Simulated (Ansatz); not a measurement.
# Photoemission of Si(111) with SH on 50 % of the top atoms and H on the rest, part 3 of 4

Aim: core-level components, unfolded bands and work function of Si(111) with SH on 50 % of the top atoms and H on the rest.

Ansatz 0.2.0; DFT, PBE, plane-wave PAW, default files, scalar-relativistic.

So far, gap on the k-mesh (eV): step 2 (relaxation) 1.08.

## (3) Bands by layer (continued)

Maxima picked by a test of local sharpness, so broad peaks and shoulders can be missing; peaks within 0.45 eV of a curve's cut are left out. Valence peaks, by row:

```
photon energy (eV)  binding energy (eV)  height (% of the maximum within 13 eV)  main shell  its share (%)
              21.2                9.015                                   21.53        H 1s          42.52
              21.2                8.215                                    19.5        H 1s          51.23
              21.2                6.465                                   50.59        H 1s          49.12
              21.2                5.565                                   85.39        H 1s          49.22
              21.2                3.615                                     100        S 3p          45.45
              21.2                1.415                                    88.5        S 3p          72.79
               100                13.57                                   98.86        S 3s          88.69
               100                9.015                                   33.13       Si 3s           64.1
               100                6.515                                   48.21       Si 3p          31.54
               100                5.565                                   63.97        S 3p          58.54
               100                3.465                                   95.86        S 3p           50.4
               100                1.415                                     100        S 3p          64.23
               600                13.57                                   147.5        S 3s          92.42
               600                9.065                                   85.33       Si 3s          84.58
               600                6.565                                   85.87       Si 3s          62.94
               600                5.665                                   75.45       Si 3s          37.76
               600                3.465                                     100       Si 3p          43.13
               600                1.515                                   97.72        S 3p          47.52
              1487                13.57                                   152.6        S 3s          93.77
              1487                10.42                                   63.31       Si 3s           92.8
              1487                9.465                                   99.66       Si 3s          92.79
              1487                9.115                                     100       Si 3s           92.3
              1487                6.565                                   85.87       Si 3s             81
              1487                3.515                                   62.54       Si 3p          34.48
              1487                2.515                                    52.6       Si 3p          49.31
              1487                1.615                                   52.24       Si 3p          45.82
              5950                13.57                                   137.3        S 3s           94.7
              5950                10.42                                   64.19       Si 3s          96.33
              5950                9.515                                     100       Si 3s           96.8
              5950                6.565                                   77.59       Si 3s          94.19
              5950                3.565                                   32.88       Si 3s          55.24
```

From the valence-band maximum. The planar mean, electrostatic potential by z:

```
z (Å)  planar mean, electrostatic potential (eV)
  0.0                                       4.84
  0.5                                       4.77
  1.0                                       4.69
  1.5                                       4.65
  2.0                                       4.65
  2.5                                       4.65
  3.0                                       4.65
  3.5                                       4.65
  4.0                                       4.65
  4.5                                       4.65
  5.0                                       4.64
  5.5                                       4.62
  6.0                                       4.51
  6.5                                       4.02
  7.0                                       2.13
  7.5                                       1.81
  8.0                                      -4.05
  8.5                                      -9.75
  9.0                                      -11.1
  9.5                                      -6.84
 10.0                                    -0.0288
 10.5                                       2.01
 11.0                                      -1.95
 11.5                                      -8.48
 12.0                                      -11.2
 12.5                                      -8.53
 13.0                                      -2.05
 13.5                                       1.98
 14.0                                      0.114
 14.5                                      -6.73
 15.0                                      -11.0
 15.5                                      -9.90
 16.0                                      -4.26
 16.5                                       1.70
 17.0                                       1.52
 17.5                                      0.218
 18.0                                     0.0746
 18.5                                       3.40
 19.0                                       4.72
 19.5                                       4.97
 20.0                                       5.02
 20.5                                       5.03
 21.0                                       5.03
 21.5                                       5.03
 22.0                                       5.03
 22.5                                       5.03
 23.0                                       5.03
 23.5                                       5.03
 24.0                                       4.99
 24.5                                       4.91
```

The intensity has structure finer than the step of the table below, so its rows give means over 1 eV, whole bins alone (the curve runs from -15.6 to 1.41 eV). Peaks (eV: height): S K-beta -5.5: 60.7, -1.4: 100.0; S K-beta, E along x -5.5: 109, -1.4: 66.1; S K-beta, E along y -1.4: 203; S K-beta, E along z -3.5: 137; S L2,3 -13.6: 99.5.

Shapes are the site's partial DOS without matrix elements, which overweights lines from ligand s bands. Intensity against emission energy less the core level's binding energy, zero at the valence-band maximum; means over each step; 7 of 10 lines; values in % of the unpolarised maximum:

```
emission energy less the core level's binding energy (eV)  S K-beta  S K-beta, E along x  S K-beta, E along y  S K-beta, E along z  S L2,3  Si K-beta  Si K-beta, E along x
                                                      -15     0.566                0.688                0.426                0.584   0.299      0.467                 0.394
                                                      -14      2.27                 3.24                 1.29                 2.27    35.0       1.61                 0.755
                                                      -13      1.92                 2.66                 1.15                 1.94    19.6       1.49                 0.953
                                                      -12     0.970                 1.03                0.676                 1.20   0.265       1.55                  1.50
                                                      -11      1.58                 1.31                0.858                 2.57   0.599       5.71                  5.88
                                                      -10      3.09                 2.16                 1.25                 5.85    1.02       12.7                  13.5
                                                       -9      5.47                 3.86                 1.87                 10.7   0.921       16.7                  18.7
                                                       -8      8.91                 7.75                 2.97                 16.0   0.520       13.4                  15.4
                                                       -7      19.1                 23.8                 7.37                 26.2   0.372       24.1                  23.4
                                                       -6      44.7                 74.6                 21.2                 38.3    2.04       29.1                  26.8
                                                       -5      50.0                 84.5                 34.6                 30.8    4.59       24.8                  21.9
                                                       -4      55.2                 47.8                 35.0                 82.6    2.51       63.0                  57.6
                                                       -3      75.2                 47.7                 71.9                  106    1.97       90.1                  87.2
                                                       -2      81.9                 53.4                  152                 40.6   0.486       96.1                   100
                                                       -1      68.9                 47.6                  140                 19.5   0.150       58.2                  63.4
                                                        0      12.7                 9.86                 23.8                 4.42  0.0271       16.4                  21.2
```

Sums over each group's atoms; left-over states aren't shared out by site. Site centres, by row:

```
       group  element  shell  occupied states  centre of occupied part (eV)  centre up to the window's top (eV)
   adsorbate        S     3s            3.398                        -11.85                              -10.64
   adsorbate        S     3p             9.01                        -3.503                               -2.49
   adsorbate        H     1s             3.76                        -6.421                              -3.238
     layer 1       Si     3s            4.648                         -8.18                              -5.101
     layer 1       Si     3p            10.57                         -4.05                               -1.32
     layer 2       Si     3s            4.754                        -7.837                              -4.874
     layer 2       Si     3p            11.24                        -3.631                              -1.293
     layer 3       Si     3s            4.738                        -7.881                              -4.898
     layer 3       Si     3p            11.13                        -3.701                              -1.272
      middle       Si     3s            4.732                        -7.892                              -4.874
      middle       Si     3p            11.13                        -3.703                              -1.256
other layers       Si     3s            9.303                        -8.026                              -5.006
other layers       Si     3p            22.05                        -3.665                              -1.228
other layers        H     1s            4.166                        -5.113                              -2.912
```

Recipe: projected DOS times atomic cross section and asymmetry factor (linear light, 30° from the polarisation), occupied states only, Fermi edge at 77 K, a Lorentzian width of 0.1 eV growing by 0 eV per eV of binding energy, and a resolution of 0.6 eV. Each atom is damped by exp[−depth/(λ cos θ)], θ = 60° from the normal, λ from the universal curve. Curves are cut 10 eV under the photon energy, above any shell that the free atom's threshold puts out of reach, or at the lower edge of the window: 11.2 eV at 21.2 eV, 15.6 eV at 100 eV, 15.6 eV at 600 eV, 15.6 eV at 1486.7 eV and 15.6 eV at 5950 eV. Matrix elements of the solid and inelastic losses aren't modelled, nor non-dipole terms, which matter above 3 keV.

How the area divides among the shells (%):

```
shell  21.2 eV  100 eV  600 eV  1486.7 eV  5950 eV
 S 3s      0.0    15.2    16.8       20.2     22.9
 S 3p     46.0    37.7    20.2       10.5      2.6
 H 1s     35.9     2.9     0.2        0.1      0.0
Si 3s      6.4    15.3    37.0       54.2     70.3
Si 3p     11.6    29.0    25.7       15.1      4.2
```

Cross sections used, in Mb an electron:

```
shell  21.2 eV  100 eV  600 eV  1486.7 eV  5950 eV
 S 3s        -    0.12  0.0063     9.8e-4   3.4e-5
 S 3p      1.1    0.13  0.0034     2.5e-4   2.5e-6
 H 1s      1.9   0.019  6.2e-5     3.0e-6   2.7e-8
Si 3s     0.13   0.076  0.0037     5.3e-4   1.6e-5
Si 3p     0.15   0.070  0.0013     8.8e-5   7.5e-7
```

Regions along c: top from 15.2 to 22.0 Å, middle from 9.8 to 15.2 Å, bottom from 3.0 to 9.8 Å.

States with weight above 0.08 nearest the zero at K of the zone, within the window kept, -7.5 to 5.0 eV (levels that the program groups as degenerate share a row):

```
E (eV)  weight, total  weight, top  weight, middle  weight, bottom
 -2.59           0.51         0.19            0.26            0.07
 -2.39           0.34         0.08            0.21            0.05
 -2.29           0.99         0.11            0.63            0.24
 -2.06           0.20         0.06            0.12            0.02
 -1.48           0.36         0.25            0.10            0.01
 -1.14           0.16         0.13            0.03            0.00
  2.20           0.87         0.16            0.59            0.11
  2.52           0.94         0.14            0.52            0.27
  2.58           0.44         0.09            0.24            0.10
  2.63           0.30         0.06            0.16            0.09
```

States with weight above 0.08 nearest the zero at M of the zone, within the window kept, -7.5 to 5.0 eV (levels that the program groups as degenerate share a row):

```
E (eV)  weight, total  weight, top  weight, middle  weight, bottom
 -1.89           0.45         0.09            0.24            0.12
 -1.57           0.42         0.14            0.17            0.12
 -1.33           0.73         0.12            0.40            0.21
 -1.09           0.41         0.24            0.14            0.03
  1.09           0.88         0.10            0.62            0.16
  1.09           0.12         0.01            0.08            0.02
  1.63           0.76         0.14            0.44            0.17
  1.66           0.26         0.07            0.11            0.09
  1.75           0.71         0.16            0.22            0.34
  1.76           0.23         0.05            0.09            0.09
```

The largest force component on a free atom is 0.017 eV/Å, so the atoms are at rest for these settings too.

(Part 3 of 4 ends here.)

[Logs are printed without paths, hosts, clocks, repeated set-up lines and the standing remarks that a program may print on its own settings, such as how far it seeks lower states.]

[Hosts, paths, dates, database ids (printed as entryN), source tags and the programs' standing remarks are cut or masked in the printed files.]

[Maps of the electrostatic potential energy from Ansatz leave out the sawtooth potential of an applied field or a dipole correction, so their vacuum need not be flat; work functions include it.]
